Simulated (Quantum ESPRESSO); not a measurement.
Runs of Quantum ESPRESSO 7.5 on AlN. It takes space group P6_3mc (No. 186, hexagonal). Conventional cell: a = 3.113 Å, b = 3.113 Å, c = 4.981 Å, α = 90.00°, β = 90.00°, γ = 120.00°. Al (site symmetry 3m) has 4 N at 1.89 Å as nearest neighbours. N (site symmetry 3m) is surrounded by 4 Al at 1.89 Å. 

```csv
level,potentials or basis,form of the LDA correlation,pressure (GPa),largest force (eV/Å)
BLYP,GBRV 1.5 PBE,-,8.2,0.11
WC,GBRV 1.5 PBE,-,1.2,0.13
AM05,GBRV 1.5 PBE,-,1.4,0.13
PBEsol,GBRV 1.5 PBEsol,-,(b),0.13
LDA,GBRV 1.5 LDA,PZ81,-3.8,(a)
PBE,GBRV 1.5 PBE,-,(c),0.13
```

Alike in all rows: task dielectric tensor; no spin polarisation; cell as given; k mesh 8 × 8 × 4, shifted; cutoff (eV) 612; smearing fermi-dirac 0.05 eV.

Fill in the values left out.

(a) 0.12; (b) 0.6; (c) 4.2.

Caveats: the potentials were made for another functional, which shifts forces and pressure (some runs); the cell is more than 3 GPa from zero pressure, which shifts response properties (some runs).
